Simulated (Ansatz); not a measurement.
# Rhodium, bcc: HSE06 after PBE

How do the levels change when part of the exchange is made exact, and what does it cost? Spin polarisation is left out. The geometry was relaxed under PBE beforehand and is kept. Exact exchange is dear, so the k-mesh is coarse, and PBE is run on the same mesh for comparison.

Computed with Ansatz 0.2.0 (DFT, plane waves (420 eV) with PBE-made PAW files, scalar-relativistic; functionals as named at each step, unless a step says otherwise).

## Step 1: The structure to begin with

Symmetry: Im-3m, No. 229, cubic system. Conventional cell: a = 3.072 Å, b = 3.072 Å, c = 3.072 Å, α = 90.00°, β = 90.00°, γ = 90.00°. Rh (site symmetry m-3m) is surrounded by 8 Rh at 2.66 Å.

Structure file:

```xyz
1
Lattice="-1.5362 1.5362 1.5362 1.5362 -1.5362 1.5362 1.5362 1.5362 -1.5362" Properties=species:S:1:pos:R:3 pbc="T T T"
Rh    0.0000    0.0000    0.0000
```

## Step 2: PBE on the coarse mesh

The run with PBE.

Contents of input.yaml:

```yaml
crystal:
  lattice:
    - [-1.5362030895, 1.5362030895, 1.5362030895]
    - [1.5362030895, -1.5362030895, 1.5362030895]
    - [1.5362030895, 1.5362030895, -1.5362030895]
  atoms:
    - { symbol: Rh, position: [0.0, 0.0, 0.0] }
hamiltonian:
  xc: pbe
  pseudopotentials:
    kind: paw
    azcp:
      Rh: "pseudopotentials/Rh.paw.azcp"
basis:
  ecutwfc: 420
  fft_grid_basis: typed
kpoints:
  mp_grid: { grid: [7, 7, 7], shift: [0, 0, 0] }
magnetization:
  spin_polarized: false
scf:
  occupations: { method: fermi_dirac, width: 0.1 }
```

Launch:

```
ansatz run input.yaml --threads 4 --pin off --max-ram 8192MiB --backend cpu --events-out ev --progress --plain --runs-dir out
```

The program printed (excerpt; [...] marks lines left out):

```text
Warning: RAYON_NUM_THREADS=4 ignored (pool sized by the plan → 4); use --threads N
[...]
Pseudopotentials: kind: paw
Pseudopotential: Rh, paw, valence charge 17, recommended cutoff 420 eV (normal), <dir>
Functional definition: PBE
[...]
Crystal: 1 atoms, lattice volume = 14.501 Å³
Basis set: ecut = 420 eV, 321 PW (Γ)
Bands: 13, of which v1, the nominal top of the filled ones, is band 9 counted from 1 (8 counted from 0)
Symmetry: 48 space group operations
Space group: Im-3m (ITA 229), of the structure as read, at distance tolerance 2.4e-5 Å
k-points: 20 of 343
[...]
SCF iter   1: F=—  HF=-6402.616507 eV  |F-HF|=—  |Δ(HF+E_count)|=         —  Δρ=6.39e-3  dr2=1.80e-3  ethr=1.77e-3  ⟨swp⟩=4.9  Hψ=1402  notcnv=0
[...]
SCF iter   6: F=-6402.616566 eV  HF=-6402.616566 eV  |F-HF|=1.41e-10  |Δ(HF+E_count)|=   1.15e-9  Δρ=2.46e-6  dr2=2.99e-10  ethr=2.66e-11  ⟨swp⟩=1.0  Hψ=783  notcnv=0
[...]
SCF converged after 6 iterations
Free energy (F): -6402.616566 eV
[...]
E sigma→0 (E₀):  -6402.582497 eV
Entropy (-TS):   -0.068138 eV (-68.138 meV/atom)
Fermi energy:    20.777705 eV
[...]
```

Wall time 0.17 s (4 threads of Arm Neoverse V2, shared host); peak memory 0.24 GiB.

## Step 3: HSE06, coarse mesh

The run with HSE06.

Edit input.yaml of step 2 so:

```diff
@@ -8,3 +8,3 @@
 hamiltonian:
-  xc: pbe
+  xc: hse06
   pseudopotentials:
```

Launch:

```
ansatz run input.yaml --threads 4 --pin off --max-ram 8192MiB --backend cpu --events-out ev --progress --plain --runs-dir out
```

The program printed (excerpt; [...] marks lines left out):

```text
Warning: RAYON_NUM_THREADS=4 ignored (pool sized by the plan → 4); use --threads N
[...]
[... 2 set-up lines as earlier in the session ...]
Functional definition: HSE06
[...]
Crystal: 1 atoms, lattice volume = 14.501 Å³
Basis set: ecut = 420 eV, 321 PW (Γ)
Bands: 13, of which v1, the nominal top of the filled ones, is band 9 counted from 1 (8 counted from 0)
[... 2 set-up lines as earlier in the session ...]
k-points: 20 of 343
[...]
SCF iter   1: F=—  HF=-6402.617744 eV  |F-HF|=—  |Δ(HF+E_count)|=         —  Δρ=6.15e-3  dr2=1.08e-3  ethr=1.77e-3  ⟨swp⟩=7.5  Hψ=1116  notcnv=0
[...]
Frozen-core exchange: fock
[...]
SCF 2 stopped early in 7 iterations: F = -6404.325956 eV  dr2 = 3.33e-6
hybrid outer 1: dexx = +7.861e-3 eV, tail = 2.49e-5 eV
[...]
Frozen-core exchange: fock
[...]
hybrid outer 2: dexx = +8.845e-7 eV, tail = 2.27e-7 eV, Δε = 3.94e-3 eV (about 4.14e-4 eV left of the loop's levels)
hybrid SCF converged: 2 outer / 9 inner (+6 warm-up), last move |dexx| = 8.84e-7 eV, tail = 2.27e-7 eV
Stability not checked: this state was not tested for a lower state beside it, because the functional holds exact exchange (a hybrid, or Hartree-Fock), whose exchange loop this test does not read (fock_operator; see scf.lower_state_search)
Free energy (F): -6404.325980 eV
Frozen-core exchange: fock
[...]
E sigma→0 (E₀):  -6404.303514 eV
Entropy (-TS):   -0.044933 eV (-44.933 meV/atom)
Fermi energy:    20.063100 eV
[...]
--- Band table (eV; the first three rows and the last of 20) ---
  k-point 0: bands = ["-62.5270", "-28.6079", "-28.6079", "-28.6079", "12.2504", "16.9650", "16.9650", "16.9650", "19.3107", "19.3107", "39.7103"]
[...]
  guard bands above this table: 2 of the run's 13 bands. The solve was not asked for them (output.publish_guard_bands: true or output.eigenvalues: true publishes all)
```

Wall time 2.4 s (4 threads of Arm Neoverse V2, shared host); peak memory 0.62 GiB.

## Step 4: The functionals compared

| functional | gap on the mesh | Fermi energy (eV) | SCF cycles | exchange loops | CPU time |
| --- | --- | --- | --- | --- | --- |
| PBE | none (levels filled in part) | 20.778 | 6 | - | 0.35 s |
| HSE06 | none (levels filled in part) | 20.063 | 15 | 2 | 6.6 s |

## Step 5: Outcome

```
                         quantity                         value
                         PBE: gap  none (levels filled in part)
                       HSE06: gap  none (levels filled in part)
HSE06: SCF cycles, exchange loops                         15, 2
 HSE06: CPU time over that of PBE                            19
           HSE06: relative to fcc                 +434 meV/atom
```

What this shows: Both PBE and HSE06 leave levels filled in part. The hybrid took 19 times as much CPU time as PBE on the same settings. The exchange operator of HSE06 was renewed in 2 outer loops. The dense-mesh value adds +47.1 meV/atom, the change that PBE shows between the coarse mesh and its own dense run (not shown). Under HSE06 it lies 434 meV/atom above fcc (computed apart in the same way); on such meshes a few tens of meV are uncertain for metals. The total energies in the logs cannot be compared from one functional to another.
